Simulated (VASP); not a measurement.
# CdTe (F-43m) in VASP: settings compared, part 2 of 3

VASP 6.6.1. The steps go on from the part before.

### Step 3. Single point, RPBE

This run uses another cell than the first one, of 37.98 Å³/atom, 1.153 times its volume.

The input, INCAR:

```
ALGO     = Normal         # electronic algorithm
EDIFF    = 1E-7           # SCF threshold, eV
ENCUT    = 520            # plane-wave cutoff, eV
GGA      = RP             # functional
ISIF     = 2              # what is computed and relaxed
ISMEAR   = -1             # smearing method
LASPH    = T              # aspherical terms in the spheres
LCHARG   = T              # write CHGCAR
LELF     = T              # ELF
LREAL    = F              # projectors in reciprocal space
LVHAR    = T            
LWAVE    = F              # write WAVECAR
NBANDS   = 16             # bands
NELM     = 60             # most SCF steps
PREC     = Accurate       # precision mode
SIGMA    = 0.05           # smearing width, eV
```

The input, KPOINTS:

```
k-points
0
Gamma
  7 7 7
```

The input, POSCAR:

```
CdTe
1.0
    0.0000000000      3.3612437500      3.3612437500
    3.3612437500      0.0000000000      3.3612437500
    3.3612437500      3.3612437500      0.0000000000
Te Cd
1 1
Direct
    0.7500000000      0.7500000000      0.7500000000
    0.0000000000      0.0000000000      0.0000000000
```

Potentials or basis: VASP PAW PBE potentials, release 64 (Te, Cd).

On the command line:

```sh
$ cat potpaw_PBE.64/Te/POTCAR potpaw_PBE.64/Cd/POTCAR > POTCAR
$ mpirun -np 1 vasp_std > vasp.out
```

OUTCAR:

```text
EDIFF = 1E-7
   ENCUT = 520
   GGA = RP
   ISIF = 2
   ISMEAR = -1
   LASPH = T
   LREAL = F
   NELM = 60
   PREC = Accurate

 ion  position               nearest neighbor table
   1  0.750  0.750  0.750-   2 2.91   2 2.91   2 2.91   2 2.91
   2  0.000  0.000  0.000-   1 2.91   1 2.91   1 2.91   1 2.91

  LATTYP: Found a face centered cubic cell.
 ALAT       =     6.7224875000

  Lattice vectors:

 A1 = (   0.0000000000,   3.3612437500,   3.3612437500)
 A2 = (   3.3612437500,   0.0000000000,   3.3612437500)
 A3 = (   3.3612437500,   3.3612437500,   0.0000000000)

Analysis of symmetry for initial positions (statically):
=====================================================================
 Subroutine PRICEL returns:
 Original cell was already a primitive cell.

 Routine SETGRP: Setting up the symmetry group for a
 face centered cubic supercell.

 Subroutine GETGRP returns: Found 24 space group operations
 (whereof 24 operations were pure point group operations)
 out of a pool of 48 trial point group operations.

The static configuration has the point symmetry T_d .

Analysis of symmetry for dynamics (positions and initial velocities):
=====================================================================
 Subroutine PRICEL returns:
 Original cell was already a primitive cell.

 Routine SETGRP: Setting up the symmetry group for a
 face centered cubic supercell.

 Subroutine GETGRP returns: Found 24 space group operations
 (whereof 24 operations were pure point group operations)
 out of a pool of 48 trial point group operations.

The dynamic configuration has the point symmetry T_d .

 Subroutine INISYM returns: Found 24 space group operations
 (whereof 24 operations are pure point group operations),
 and found     1 'primitive' translations

----------------------------------------------------------------------------------------

                                     Primitive cell

  volume of cell :      75.9504

  direct lattice vectors                    reciprocal lattice vectors
     0.000000000  3.361243750  3.361243750    -0.148754460  0.148754460  0.148754460
     3.361243750  0.000000000  3.361243750     0.148754460 -0.148754460  0.148754460
     3.361243750  3.361243750  0.000000000     0.148754460  0.148754460 -0.148754460

  length of vectors
     4.753516498  4.753516498  4.753516498     0.257650283  0.257650283  0.257650283

  position of ions in fractional coordinates (direct lattice)
     0.750000000  0.750000000  0.750000000
     0.000000000  0.000000000  0.000000000

  ion indices of the primitive-cell ions
   primitive index   ion index
                 1           1
                 2           2

----------------------------------------------------------------------------------------

 KPOINTS: k-points

Automatic generation of k-mesh.
 Grid dimensions read from file:
 generate k-points for:    7    7    7

 Generating k-lattice:

  Cartesian coordinates                     Fractional coordinates (reciprocal lattice)
    -0.021250637  0.021250637  0.021250637     0.142857143  0.000000000  0.000000000
     0.021250637 -0.021250637  0.021250637     0.000000000  0.142857143  0.000000000
     0.021250637  0.021250637 -0.021250637     0.000000000  0.000000000  0.142857143

  Length of vectors
     0.036807183  0.036807183  0.036807183

  Shift w.r.t. Gamma in fractional coordinates (k-lattice)
     0.000000000  0.000000000  0.000000000

 Subroutine IBZKPT returns following result:
 ===========================================

 Found     20 irreducible k-points:

 Following reciprocal coordinates:
            Coordinates               Weight
  0.000000  0.000000  0.000000      1.000000
  0.142857  0.000000  0.000000      8.000000
  0.285714  0.000000  0.000000      8.000000
  0.428571  0.000000  0.000000      8.000000
  0.142857  0.142857  0.000000      6.000000
  0.285714  0.142857  0.000000     24.000000
[... 12 lines left out ...]
 -0.428571  0.428571  0.142857     24.000000
 -0.285714  0.428571  0.142857     24.000000
   k-points           NKPTS =     20   k-points in BZ     NKDIM =     20   number of bands    NBANDS=     16
   number of dos      NEDOS =    301   number of ions     NIONS =      2
   total plane-waves  NPLWV =  46656
   dimension x,y,z NGX =    36 NGY =   36 NGZ =   36
   dimension x,y,z NGXF=    72 NGYF=   72 NGZF=   72
   ions per type =               1   1
   NGX,Y,Z   is equivalent  to a cutoff of  12.59, 12.59, 12.59 a.u.
   NGXF,Y,Z  is equivalent  to a cutoff of  25.18, 25.18, 25.18 a.u.
 SYSTEM =  unknown system
   PREC   = accura    normal or accurate (medium, high low for compatibility)
   ISTART =      0    job   : 0-new  1-cont  2-samecut
   ICHARG =      2    charge: 1-file 2-atom 10-const
   ISPIN  =      1    spin polarized calculation?
   LNONCOLLINEAR =      F non collinear calculations
   LSORBIT =      F    spin-orbit coupling
   LASPH  =      T    aspherical Exc in radial PAW
   ENCUT  =  520.0 eV  38.22 Ry    6.18 a.u.   8.84  8.84  8.84*2*pi/ulx,y,z
   NELM   =     60;   NELMIN=  2; NELMDL= -5     # of ELM steps
   EDIFF  = 0.1E-06   stopping-criterion for ELM
   LREAL  =      F    real-space projection
   EDIFFG = 0.1E-05   stopping-criterion for IOM
   NSW    =      0    number of steps for IOM
   IBRION =     -1    ionic relax: 0-MD 1-quasi-New 2-CG
   NFREE  =      0    steps in history (QN), initial steepest desc. (CG)
   ISIF   =      2    stress and relaxation
   ISYM   =      2    0-nonsym 1-usesym 2-fastsym
   POTIM  = 0.5000    time-step for ionic-motion
   TEBEG  =    0.0;   TEEND  =   0.0 temperature during run
   PSTRESS=    0.0 pullay stress
   NELECT =      18.0000    total number of electrons
   NUPDOWN=      -1.0000    fix difference up-down
   EMIN   =  10.00;   EMAX   =-10.00  energy-range for DOS
   EFERMI =   0.00;   METHOD = LEGACY
   ISMEAR =    -1;   SIGMA  =   0.05  broadening in eV -4-tet -1-fermi 0-gaus
   EFERMI_NEDOS =   21; number of points for ismear=-14 and -15
   IALGO  =     38    algorithm
   IMIX   =      4    mixing-type and parameters
     AMIX     =   0.40;   BMIX     =  1.00
     AMIX_MAG =   1.60;   BMIX_MAG =  1.00
  volume/ion in A,a.u.               =      37.98       256.27
  Fermi-wavevector in a.u.,A,eV,Ry     =   1.013108  1.914496 13.964849  1.026387
  Thomas-Fermi vector in A             =   2.146257
   LORBIT       =      0    0 simple, 1 ext, 2 COOP (PROOUT), +10 PAW based schemes
   GGA     = RP    functional components
   LHFCALC =     F    Hartree Fock is set to
   AEXX    =    0.0000 exact exchange contribution
   IVDW    =     0    specifies the selected vdW correction
   LEPSILON=     F    determine dielectric tensor
   LRPA    =     F    only Hartree local field effects (RPA)
 non-spin polarized calculation
  energy-cutoff  :      520.00
  volume of cell :       75.95
 maximum number of plane-waves:      2085
   NGX = 17   NGY = 17   NGZ = 17

 number of electron      17.9999994 magnetization

 Free energy of the ion-electron system (eV)
  ---------------------------------------------------
  ext. energy  EPLUGINS =         0.00000000
  ---------------------------------------------------
  free energy    TOTEN  =        -4.19244277 eV

  energy without entropy =       -4.19241919  energy(sigma->0) =       -4.19243098

 E-fermi :   1.8696     XC(G=0):  -7.8666

 val. band max:        1.5365266018   @ k =   0.0000   0.0000   0.0000
 cond. band min:       2.1297066345   @ k =   0.0000   0.0000   0.0000
 fundamental gap:      0.5931800328
 Fermi energy:         1.8696187658

 k-point     1 :       0.0000    0.0000    0.0000
  band No.  band energies     occupation
      1      -9.0248      2.00000
      2      -6.4464      2.00000
      3      -6.4464      2.00000
      4      -6.4464      2.00000
      5      -6.2609      2.00000
      6      -6.2609      2.00000
[... 8 lines left out ...]
     15      10.7072      0.00000
     16      10.7072      0.00000
[... 343 lines left out ...]
 k-point    20 :      -0.2857    0.4286    0.1429
  band No.  band energies     occupation
      1      -8.6513      2.00000
      2      -6.3645      2.00000
      3      -6.3539      2.00000
      4      -6.2809      2.00000
      5      -6.2565      2.00000
      6      -5.8390      2.00000
[... 8 lines left out ...]
     15      11.4608      0.00000
     16      13.0059      0.00000

------------------------ aborting loop because EDIFF is reached ----------------------------------------

  FORCE on cell =-STRESS in cart. coord.  units (eV):
  Direction    XX          YY          ZZ          XY          YZ          ZX
  --------------------------------------------------------------------------------------
  -------------------------------------------------------------------------------------
  Total        0.0155895      0.0155895      0.0155895      0.0000000      0.0000000      0.0000000
  in kB        0.3288617      0.3288617      0.3288617      0.0000000      0.0000000      0.0000000
  external PRESSURE =       0.3288617 kB  Pullay stress =       0.0000000 kB

 VOLUME and BASIS-vectors are now :
 -----------------------------------------------------------------------------
  energy-cutoff  :      520.00
  volume of cell :       75.95
      direct lattice vectors                 reciprocal lattice vectors
     0.000000000  3.361243750  3.361243750    -0.148754460  0.148754460  0.148754460
     3.361243750  0.000000000  3.361243750     0.148754460 -0.148754460  0.148754460
     3.361243750  3.361243750  0.000000000     0.148754460  0.148754460 -0.148754460

 POSITION                                       TOTAL-FORCE (eV/Angst)
 -----------------------------------------------------------------------------------
      5.04187      5.04187      5.04187        -0.000000      0.000000      0.000000
      0.00000      0.00000      0.00000         0.000000     -0.000000     -0.000000
 -----------------------------------------------------------------------------------
    total drift:                                0.000001      0.000001      0.000001

  FREE ENERGIE OF THE ION-ELECTRON SYSTEM (eV)
  ---------------------------------------------------
  free  energy   TOTEN  =        -4.1924427670 eV

  energy  without entropy=       -4.1924191870  energy(sigma->0) =       -4.19243098
```

Run time: 48 s. Hardware: 1 thread of AMD EPYC 7R43 (Zen 3), shared host; peak memory 0.17 GiB.

What came out:

```yaml
Free_energy: -4.1924 eV
Pressure: 0.0 GPa
Band_gap_on_the_k_mesh: 0.59 eV, direct
```

Levels at points of the mesh, in eV from the valence-band top:
```tsv
k point	band 6	band 7	band 8	band 9	band 10	band 11	band 12	band 13
(0.00, 0.00, 0.00)	-7.80	0.00	0.00	0.00	0.59	4.72	4.72	4.72
```

Caveat: the PAW data sets were made with another functional, which shifts forces and pressure a little; spin-orbit coupling is left out, which moves the levels of the heavy elements.

### Step 4. Single point, revPBE

This run uses another cell than the first one, of 37.46 Å³/atom, 1.138 times its volume.

The input, INCAR:

```
SYSTEM = CdTe
PREC = Accurate
ENCUT = 520
EDIFF = 1E-6
ISMEAR = -1
SIGMA = 0.05
LREAL = .FALSE.
LASPH = .TRUE.
NELM = 100
ALGO = Normal
ISIF = 2
LWAVE = .FALSE.
LCHARG = .FALSE.
GGA = RE
NBANDS = 16
```

The input, KPOINTS:

```
regular mesh
0
G
  7 7 7
  0 0 0
```

The input, POSCAR:

```
CdTe
1.0
    0.0000000000      3.3459197057      3.3459197057
    3.3459197057      0.0000000000      3.3459197057
    3.3459197057      3.3459197057      0.0000000000
Te Cd
1 1
Direct
    0.7500000000      0.7500000000      0.7500000000
    0.0000000000      0.0000000000      0.0000000000
```

On the command line:

```sh
$ cat potpaw_PBE.64/Te/POTCAR potpaw_PBE.64/Cd/POTCAR > POTCAR
$ mpirun -np 1 vasp_std > vasp.out
```

Run time: 32 s. Hardware: 1 thread of AMD EPYC 7R43 (Zen 3), shared host; peak memory 0.17 GiB.

The run converged. Its results:

- Free energy: -4.2613 eV
- Pressure: 0.1 GPa
- Band gap on the k mesh: 0.60 eV, direct

Levels at points of the mesh, in eV from the valence-band top:
```
           k point  band 6  band 7  band 8  band 9  band 10  band 11  band 12  band 13
(0.00, 0.00, 0.00)   -7.82    0.00    0.00    0.00     0.60     4.70     4.70     4.70
```

Caveat: the PAW data sets were made with another functional, which shifts forces and pressure a little; spin-orbit coupling is left out, which moves the levels of the heavy elements.

(Continued in part 3 of 3.)
